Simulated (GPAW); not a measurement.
# SiC (Moissanite 3C) (F-43m) in GPAW: a series of runs

Aim: see how the results for SiC (Moissanite 3C) move with the level of theory and the settings. Levels: revTPSS, optB88-vdW. Tasks: band structure.

All numbers are computed with GPAW 26.7.0; they aren't measurements. Logs are shortened: lines on timing, memory, paths and dates and some standing lists are left out, and cuts for length are marked. The log counts tension as positive stress, the text compression.

**Experimental background.**

“Insight into the structural, elastic and electronic properties of a new orthorhombic 6O-SiC polytype”, 2020, pmc:7200658 quotes, for a bulk crystal of SiC: band gap 2.4 eV (indirect).

The results are compared with them further down.

## (1) The crystal as given

Symmetry: F-43m, No. 216, cubic system. The conventional cell has a = 4.358 Å, b = 4.358 Å, c = 4.358 Å, α = 90.00°, β = 90.00°, γ = 90.00°. Around Si (site symmetry -43m) lie 4 C at 1.89 Å. C (site symmetry -43m) is surrounded by 4 Si at 1.89 Å.

## (2) Band structure, revTPSS

File run.py:

```python
from ase.dft.bandgap import bandgap
from ase.io import read, write
from ase.units import GPa
from gpaw import GPAW, PW

atoms = read('SiC.cif')

calc = GPAW(mode=PW(800),
            xc='MGGA_X_REVTPSS+MGGA_C_REVTPSS',
            kpts={'size': (10, 10, 10), 'gamma': True},
            occupations={'name': 'fermi-dirac', 'width': 0.05},
            nbands=11,
            convergence={'density': 1e-05, 'energy': 1e-05},
            eigensolver='davidson',
            maxiter=150,
            txt='gpaw.txt')
atoms.calc = calc
energy = atoms.get_potential_energy()
forces = atoms.get_forces()
stress = atoms.get_stress()
calc.write('gs.gpw')
write('result.traj', atoms)
print(f'Energy: {energy:.6f} eV')
print('Forces (eV/A):')
print(forces.round(4))
print('Stress (GPa):', (stress / GPa).round(3))
print('Fermi level:', round(calc.get_fermi_level(), 4), 'eV')
print(f'Gap: {bandgap(calc)[0]:.4f} eV, direct: {bandgap(calc, direct=True)[0]:.4f} eV')

path = atoms.cell.bandpath('GXWKGLUWLK,UX', npoints=80, eps=1e-4)
bs_calc = calc.fixed_density(kpts=path, symmetry='off', nbands=19,
                             convergence={'bands': 'CBM+6.0', 'eigenstates': 1e-6}, txt='bands.txt')
bs = bs_calc.band_structure()
bs.write('bs.json')
print(f'Gap on the path: {bandgap(bs_calc)[0]:.4f} eV')
```

File SiC.cif:

```cif
data_SiC
_cell_length_a 3.08157135
_cell_length_b 3.08157135
_cell_length_c 3.08157135
_cell_angle_alpha 60.00000000
_cell_angle_beta 60.00000000
_cell_angle_gamma 60.00000000
_space_group_name_H-M_alt 'P1'
_space_group_name_Hall 'P 1'
_space_group_IT_number 1
loop_
_space_group_symop_operation_xyz
'x,y,z'
loop_
_atom_site_label
_atom_site_type_symbol
_atom_site_symmetry_multiplicity
_atom_site_Wyckoff_symbol
_atom_site_fract_x
_atom_site_fract_y
_atom_site_fract_z
_atom_site_occupancy
Si1 Si 1 a 0.0000000000 0.0000000000 0.0000000000 1
C1 C 1 a 0.7500000000 0.7500000000 0.7500000000 1
```

Potentials or basis: GPAW PAW data sets (gpaw-data 1.2.1), pw.

Command:

```bash
> OMP_NUM_THREADS=1 python run.py
```

gpaw.txt:

```text
__  _  _
 | _ |_)|_||  |
 |__||  | ||/\| - 26.7.0

Input parameters:
  mode=PW(ecut=800.0),
  convergence={'density': 1e-05, 'energy': 1e-05},
  eigensolver=Davidson(niter=2),
  kpts=MonkhorstPack(size=(10, 10, 10), gamma=True),
  maxiter=150,
  nbands=11,
  occupations=Occupations(name='fermi-dirac', width=0.05),
  xc=XC(name='MGGA_X_REVTPSS+MGGA_C_REVTPSS')

Diagonalizing LCAO Hamiltonian
Converting LCAO to pw mode

                    C

       Si

Atoms  # Å, Bohr magnetons
|   | symbol |        x |        y |        z |    initial magnetic moments |
|---|--------|----------|----------|----------|-----------------------------|
| 0 |     Si | 0.000000 | 0.000000 | 0.000000 | ( 0.0000,  0.0000,  0.0000) |
| 1 |      C | 4.622357 | 2.668719 | 1.887069 | ( 0.0000,  0.0000,  0.0000) |

Unit cell  # Å
| periodic |        x |        y |        z |  lengths |    angles |
|----------|----------|----------|----------|----------|-----------|
|      yes | 3.081571 | 0.000000 | 0.000000 | 3.081571 | 60.000000 |
|      yes | 1.540786 | 2.668719 | 0.000000 | 3.081571 | 60.000000 |
|      yes | 1.540786 | 0.889573 | 2.516092 | 3.081571 | 60.000000 |

Number of symmetries: 24
Symmetry operations  # r_c * U_cc + t_c -> r_c
|    | kind |            matrix            |
|----|------|------------------------------|
|  0 |  E   |  1, 0, 0,  0, 1, 0,  0, 0, 1 |
|  1 |  σ   |  1, 0, 0,  0, 0, 1,  0, 1, 0 |
|  2 |  σ   |  1, 0,-1,  0, 1,-1,  0, 0,-1 |
|  3 |  C3  |  1, 0,-1,  0, 0,-1,  0, 1,-1 |
|  4 |  C3  |  1,-1, 0,  0,-1, 1,  0,-1, 0 |
|  5 |  σ   |  1,-1, 0,  0,-1, 0,  0,-1, 1 |
|  6 |  σ   |  0, 1, 0,  1, 0, 0,  0, 0, 1 |
|  7 |  C3  |  0, 1, 0,  0, 0, 1,  1, 0, 0 |
|  8 |  C2  |  0, 1,-1,  1, 0,-1,  0, 0,-1 |
|  9 |  S4  |  0, 1,-1,  0, 0,-1,  1, 0,-1 |
| 10 |  C3  |  0, 0, 1,  1, 0, 0,  0, 1, 0 |
| 11 |  σ   |  0, 0, 1,  0, 1, 0,  1, 0, 0 |
| 12 |  S4  |  0, 0,-1,  1, 0,-1,  0, 1,-1 |
| 13 |  C3  |  0, 0,-1,  0, 1,-1,  1, 0,-1 |
| 14 |  S4  |  0,-1, 1,  1,-1, 0,  0,-1, 0 |
| 15 |  C2  |  0,-1, 1,  0,-1, 0,  1,-1, 0 |
| 16 |  C3  |  0,-1, 0,  1,-1, 0,  0,-1, 1 |
| 17 |  S4  |  0,-1, 0,  0,-1, 1,  1,-1, 0 |
| 18 |  S4  | -1, 1, 0, -1, 0, 1, -1, 0, 0 |
| 19 |  C3  | -1, 1, 0, -1, 0, 0, -1, 0, 1 |
| 20 |  C3  | -1, 0, 1, -1, 1, 0, -1, 0, 0 |
| 21 |  S4  | -1, 0, 1, -1, 0, 0, -1, 1, 0 |
| 22 |  σ   | -1, 0, 0, -1, 1, 0, -1, 0, 1 |
| 23 |  C2  | -1, 0, 0, -1, 0, 1, -1, 1, 0 |

BZ-sampling:
  Number of BZ points: 1000
  Number of IBZ points: 47

  Monkhorst-Pack size: [10, 10, 10]
  Monkhorst-Pack shift: [0.05, 0.05, 0.05]

K-points  # in reciprocal-cell coordinates
|     |                                coordinates |     weight |
|-----|--------------------------------------------|------------|
|   0 | (  0.00000000,   0.00000000,   0.00000000) | 0.00100000 |
|   1 | (  0.10000000,   0.10000000,   0.00000000) | 0.00600000 |
|   2 | (  0.10000000,   0.10000000,   0.10000000) | 0.00800000 |
|   3 | (  0.20000000,   0.10000000,   0.10000000) | 0.01200000 |
|   4 | (  0.20000000,   0.20000000,   0.00000000) | 0.00600000 |
|   5 | (  0.20000000,   0.20000000,   0.10000000) | 0.02400000 |
|   6 | (  0.20000000,   0.20000000,   0.20000000) | 0.00800000 |
|   7 | (  0.30000000,   0.20000000,   0.10000000) | 0.02400000 |
|   8 | (  0.30000000,   0.20000000,   0.20000000) | 0.02400000 |
|   9 | (  0.30000000,   0.30000000,   0.00000000) | 0.00600000 |
| ... |                                            |            |
|  46 | (  0.50000000,   0.50000000,   0.50000000) | 0.00400000 |

Plane wave coefficients: 1090
Cutoff: 800.0 eV

Spin-components: 1 (collinear spins)
Bands:           11
Projectors:      10
Spin-degeneracy: 2
Datatype:        complex128

Parallelization:
  kpt:    1
  domain: 1
  band:   1

Density:
  Valence electrons: 8.0
  Components: 1
  Grid points: [21 21 21]
  Charge: 0.0  # |e|

Potential:
  Grid points: [21 21 21]

species:
  Si:
    name:    Silicon
    Z:       14.0
    valence: 4
    core:    10
    charge:  0.0  # [|e|]
    compensation charges:
      type: gauss
      rc: 0.33  # [Å]
      lmax: 2
    cutoffs:
      filter: 1.86  # [Å]
      core: 2.06  # [Å]
    projectors
    | kind |    occ | energy [eV] | rcut [Å] |
    |------|--------|-------------|----------|
    |   3s |  2.000 |     -10.812 |    1.058 |
    |   3p |  2.000 |      -4.081 |    1.058 |
    |    s |        |      16.399 |    1.058 |
    |    p |        |      23.130 |    1.058 |
    |    d |        |       0.000 |    1.058 |

    Using partial waves for Si as LCAO basis

  C:
    name:    Carbon
    Z:       6.0
    valence: 4
    core:    2
    charge:  0.0  # [|e|]
    compensation charges:
      type: gauss
      rc: 0.20  # [Å]
      lmax: 2
    cutoffs:
      filter: 1.14  # [Å]
      core: 1.14  # [Å]
    projectors
    | kind |    occ | energy [eV] | rcut [Å] |
    |------|--------|-------------|----------|
    |   2s |  2.000 |     -13.751 |    0.635 |
    |   2p |  2.000 |      -5.284 |    0.635 |
    |    s |        |      13.461 |    0.635 |
    |    p |        |      21.927 |    0.635 |
    |    d |        |       0.000 |    0.635 |

    Using partial waves for C as LCAO basis

Reference energy: -8913.972366  # eV

eigensolver:
  Davidson
  Converge bands: occupied
  niter=2

density mixing:
  MSR1-Mixer
  Pratt-step length: 0.05
  Maximum mixing coefficient: 0.75
  Old densities: 10
  SVD Regularization: 0.005
  Good broyden scale: 1.0
  Trust region scale: 1.0
  Backstep threshold: 4.0
  History deletion threshold: 6.0
  Fourier metric: weight=20.0, sigma=0.015

occupation numbers:
  Fermi-Dirac:
    width: 0.0500  # eV

poisson solver:
  ecut: 6400.0  # eV

xc functional:
  name: MGGA_X_REVTPSS+MGGA_C_REVTPSS with 2 nearest neighbor stencil

convergence criteria:
- Maximum integral of absolute [dens]ity change: 1e-05 electrons / valence electron
- Maximum [total energy] change in last 3 cyles: 1e-05 eV / valence electron
- Maximum integral of absolute [eigenst]ate change: 4e-08 eV^2 / valence electron
maximum number of iterations: 150

SCF iterations
|iter     | |      energy | eigst |  dens |
|---------|-|-------------|-------|-------|
|iter:   1| |   61.731534 | +3.10 |       |
|iter:   2| |  -18.835012 | +0.36 | -0.94 |
|iter:   3| |-37944.919347 | +4.21 | -0.58 |
|iter:   4| |    7.249354 | +2.77 | +1.31 |
|iter:   5| |  -11.209852 | +1.47 | -0.22 |
|iter:   6| |  -17.702422 | -0.49 | -1.22 |
|iter:   7| |  -17.591480 | -1.87 | -0.93 |
|iter:   8| |  -17.518695 | -1.71 | -1.14 |
|iter:   9| |  -17.524804 | -3.35 | -2.04 |
|iter:  10| |  -17.524963 | -4.67 | -2.62 |
|iter:  11| |  -17.524970 | -5.90 | -3.44 |
|iter:  12| |  -17.524971c| -7.25 | -3.89 |
|iter:  13| |  -17.524971c| -7.24 | -3.95 |
|iter:  14| |  -17.524971c| -9.03c| -4.96 |
|iter:  15| |  -17.524971c|-10.09c| -5.43c|

Converged in 15 steps
Energy contributions relative to reference atoms: (reference = -8913.972366)

Energy contributions:
  Kinetic:          12.507069
  Coulomb:         -10.200633
  Zero:             -0.040736
  External:          0.000000
  Xc:              -19.790670
  Entropy:          -0.000000
  Spinorbit:         0.000000
  ----------------------------
  Free energy:     -17.524971
  Extrapolated:    -17.524971

dipole moment: (-11.357210, -6.557088, -4.636561)  # |e|*Ang

Fermi level: 8.867
Eigenvalues  # (at kpt = [0.000, 0.000, 0.000])
| band index |      eig [eV] | occ [0-2] |
|------------|---------------|-----------|
|          0 |        -7.520 |     2.000 |
|          1 |         8.243 |     2.000 |
|          2 |         8.243 |     2.000 |
|          3 |         8.243 |     2.000 |
|          4 |        14.469 |     0.000 |
|          5 |        15.804 |     0.000 |
|          6 |        15.804 |     0.000 |
|          7 |        15.804 |     0.000 |
|          8 |        23.040 |     0.000 |
|          9 |        23.040 |     0.000 |
|         10 |        24.662 |     0.000 |

Gap: 1.209 eV
Transition (v -> c):
  (s=0, k=0, n=3, [0.00, 0.00, 0.00]) -> (s=0, k=41, n=4, [0.50, 0.50, 0.00])
Direct/indirect transitions are different
Direct gap: 4.438 eV
Transition at: (s=0, k=41, n=3, [0.50, 0.50, 0.00])

Forces  # eV/Ang
|        x |        y |       z |
|----------|----------|---------|
| -0.00000 |  0.00000 | 0.00000 |  # Si   0
| -0.00000 | -0.00000 | 0.00000 |  # C    1

Stress tensor  # eV/Ang^3
|         x |         y |         z |
|-----------|-----------|-----------|
| -0.009155 |  0.000000 |  0.000000 |
|  0.000000 | -0.009155 |  0.000000 |
|  0.000000 |  0.000000 | -0.009155 |

# Writing to gs.gpw (mode='')
```

It took 88 s on 1 thread of Arm Neoverse V2, shared host; peak memory 0.25 GiB.

What came out:

```yaml
Free_energy: -17.5250 eV
Pressure: 1.5 GPa
Band_gap_on_the_k_mesh: 1.21 eV, indirect (least direct gap 4.44 eV)
Band_gap_along_the_path: 1.21 eV, indirect (least direct gap 4.44 eV)
```

Levels at the corners of the path, in eV from the valence-band top:
```
point  band 2  band 3  band 4  band 5  band 6
    Γ    0.00    0.00    0.00    6.23    7.56
    X   -7.89   -3.23   -3.23    1.21    4.37
    W   -7.07   -5.11   -4.80    5.16    9.63
    K   -7.34   -5.67   -2.63    3.03    7.88
    Γ    0.00    0.00    0.00    6.23    7.56
    L   -8.70   -1.05   -1.05    5.52    7.38
    U   -7.34   -5.67   -2.63    3.03    7.88
    W   -7.07   -5.11   -4.80    5.16    9.63
    L   -8.70   -1.05   -1.05    5.52    7.38
    K   -7.34   -5.67   -2.63    3.03    7.88
    U   -7.34   -5.67   -2.63    3.03    7.88
    X   -7.89   -3.23   -3.23    1.21    4.37
```

Caveat: the PAW data sets were made with another functional, which shifts forces and pressure a little.

## (3) Band structure, optB88-vdW

File run.py:

```python
from ase.dft.bandgap import bandgap
from ase.io import write
from ase.spacegroup import crystal
from gpaw import GPAW, PW

# Si 4a
# C 4c
atoms = crystal(['Si', 'C'],
                basis=[[0.0, 0.0, 0.0],
                       [0.25, 0.25, 0.25]],
                spacegroup=216, setting=1,  # F-43m
                cellpar=[4.358, 4.358, 4.358, 90.0, 90.0, 90.0],
                primitive_cell=True)

calc = GPAW(mode=PW(800),
            xc={'name': 'optB88-vdW', 'backend': 'libvdwxc'},
            kpts={'size': (10, 10, 10), 'gamma': True},
            occupations={'name': 'fermi-dirac', 'width': 0.05},
            nbands=11,
            convergence={'density': 1e-05, 'energy': 1e-05},
            maxiter=150,
            legacy_gpaw=True,
            txt='gpaw.txt')
atoms.calc = calc
energy = atoms.get_potential_energy()
forces = atoms.get_forces()
calc.write('gs.gpw')
write('result.traj', atoms)
print(f'Energy: {energy:.6f} eV')
print('Forces (eV/A):')
print(forces.round(4))
print('Fermi level:', round(calc.get_fermi_level(), 4), 'eV')
print(f'Gap: {bandgap(calc)[0]:.4f} eV, direct: {bandgap(calc, direct=True)[0]:.4f} eV')

path = atoms.cell.bandpath('GXWKGLUWLK,UX', npoints=60, eps=1e-4)
bs_calc = calc.fixed_density(kpts=path, symmetry='off', nbands=19,
                             convergence={'bands': 'CBM+6.0', 'eigenstates': 1e-6}, txt='bands.txt')
bs = bs_calc.band_structure()
bs.write('bs.json')
print(f'Gap on the path: {bandgap(bs_calc)[0]:.4f} eV')
```

Potentials or basis: GPAW PAW data sets (gpaw-data 1.2.1), pw.

Command:

```bash
> OMP_NUM_THREADS=1 python run.py
```

Wall time 21 s (1 thread of Arm Neoverse V2, shared host); peak memory 0.22 GiB.

Results (log left out):

```
Free energy             : -26.5350 eV
Band gap on the k mesh  : 1.54 eV, indirect (least direct gap 4.69 eV)
Band gap along the path : 1.54 eV, indirect (least direct gap 4.69 eV)
```

Levels at the corners of the path, in eV from the valence-band top:
```
point  band 1  band 2  band 3  band 4  band 5  band 6  band 7  band 8
    Γ  -15.30    0.00    0.00    0.00    6.42    7.37    7.37    7.37
    X  -10.31   -7.73   -3.15   -3.15    1.54    4.45   14.05   14.05
    W  -10.08   -6.97   -4.91   -4.60    5.33    9.50    9.55    9.90
    K  -10.31   -7.21   -5.45   -2.56    3.27    7.86   11.90   12.50
    Γ  -15.30    0.00    0.00    0.00    6.42    7.37    7.37    7.37
    L  -11.76   -8.44   -1.04   -1.04    5.54    7.33    7.33   10.24
    U  -10.31   -7.21   -5.45   -2.56    3.27    7.86   11.90   12.50
    W  -10.08   -6.97   -4.91   -4.60    5.33    9.50    9.55    9.90
    L  -11.76   -8.44   -1.04   -1.04    5.54    7.33    7.33   10.24
    K  -10.31   -7.21   -5.45   -2.56    3.27    7.86   11.90   12.50
    U  -10.31   -7.21   -5.45   -2.56    3.27    7.86   11.90   12.50
    X  -10.31   -7.73   -3.15   -3.15    1.54    4.45   14.05   14.05
```

Caveat: the PAW data sets were made with another functional, which shifts forces and pressure a little.

## (4) Against experiment

Step 2. Measured gap of SiC: 2.4 eV (indirect; quoted in “Insight into the structural, elastic and electronic properties of a new orthorhombic 6O-SiC polytype”, 2020, pmc:7200658). This calculation gives 1.21 eV (-1.19 eV). The value is that of revTPSS, without temperature or zero-point motion.

Step 3. A measured gap of SiC is 2.4 eV (indirect; quoted in “Insight into the structural, elastic and electronic properties of a new orthorhombic 6O-SiC polytype”, 2020, pmc:7200658); the calculated 1.54 eV misses it by -0.85 eV. The value is that of optB88-vdW, without temperature or zero-point motion.
